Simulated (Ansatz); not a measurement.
Crystal: Os, fcc type, 1 atom in the cell.

The calculation used Ansatz 0.2.0 development build, PBE, plane waves, PAW datasets (earlier set, tuned by hand).

Cutoff 480 eV; k-mesh 25×25×25 Γ-centred; Fermi–Dirac smearing of 0.0612 eV; no spin polarisation; no spin–orbit coupling.

```json
{"V (Å³/atom)": "13.484", "a (Å)": "3.7783", "E − E(min) (meV/atom)": "69.82", "P (GPa)": "27.72"}
{"V (Å³/atom)": "13.771", "a (Å)": "3.8049", "E − E(min) (meV/atom)": "29.64", "P (GPa)": "17.35"}
{"V (Å³/atom)": "14.058", "a (Å)": "3.8311", "E − E(min) (meV/atom)": "7.01", "P (GPa)": "8.11"}
{"V (Å³/atom)": "14.345", "a (Å)": "3.8570", "E − E(min) (meV/atom)": "0.00", "P (GPa)": "-0.12"}
{"V (Å³/atom)": "14.632", "a (Å)": "3.8826", "E − E(min) (meV/atom)": "6.91", "P (GPa)": "-7.45"}
{"V (Å³/atom)": "14.919", "a (Å)": "3.9078", "E − E(min) (meV/atom)": "26.22", "P (GPa)": "-13.98"}
{"V (Å³/atom)": "15.205", "a (Å)": "3.9327", "E − E(min) (meV/atom)": "56.54", "P (GPa)": "-19.77"}
```

**Question.** Fit a third-order Birch–Murnaghan equation of state to the energies.

**Answer.** V₀ = 14.340 Å³/atom (a₀ = 3.857 Å), B₀ = 389 GPa, B₀′ = 4.80.

The published all-electron PBE values for this crystal (mean of FLEUR and WIEN2k, k-spacing 0.06 Å⁻¹; Bosoni et al., Nat. Rev. Phys. 6, 45 (2024)) are V₀ = 14.341 Å³/atom, B₀ = 389.1 GPa, B₀′ = 4.79. This run's mesh is coarser (spacing 0.11 Å⁻¹), so part of any difference comes from k-sampling.

The stress includes the program's correction for the finite plane-wave basis.

This cubic structure is a model: it isn't the usual form of the substance at ambient conditions, and such phases are metastable or hypothetical.
